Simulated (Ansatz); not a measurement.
Runs of Ansatz 0.2.0 on Rb. Symmetry: I4/mmm, No. 139, tetragonal system. Conventional cell: a = 5.909 Å, b = 5.909 Å, c = 5.462 Å, α = 90.00°, β = 90.00°, γ = 90.00°. This isn't the form of Rb at room conditions, which is bcc.

```tsv
task	level	potentials or basis	spin	k mesh	cutoff (eV)	smearing	mesh quality	gap on the mesh (eV)	pressure (GPa)
atomic charges	PBE0+D3(BJ)	PseudoDojo stringent (PBE files)	SOC, no magnetisation	4 × 4 × 4	626	fermi-dirac 0.01 eV	coarse	none	-0.2
single point	HSE03	PseudoDojo standard (PBE files)	off	5 × 5 × 5	630	fermi-dirac 0.025 eV	not flagged	none	-0.1
ladder of functionals	LDA	Ansatz PAW earlier set	off	7 × 7 × 7	420	tetrahedron	not flagged	none	-0.5
projected density of states	HSE03	Ansatz PAW	off	4 × 4 × 4	420	gaussian 0.05 eV	coarse	none	(a)
```

Alike in all rows: cell as given.

Question: Estimate the missing entries.

Answer: (a) 0.0.

Caveats: some runs use coarse meshes; the thresholds are loose for stress (some runs); the potentials were made for another functional, which shifts forces and pressure (some runs); the PAW data sets come from PBE, with cores solved anew for the run's functional, which leaves a small shift of forces and pressure (some runs); pairwise dispersion overbinds metals, which lowers pressure and volume (some runs); with tetrahedron occupations forces and stress needn't match the slope of the energy (some runs).

A k mesh can miss the band edges, and rows without SOC leave out spin-orbit coupling on Rb.

A gap of «none» marks a metal or a gap under the smearing width.
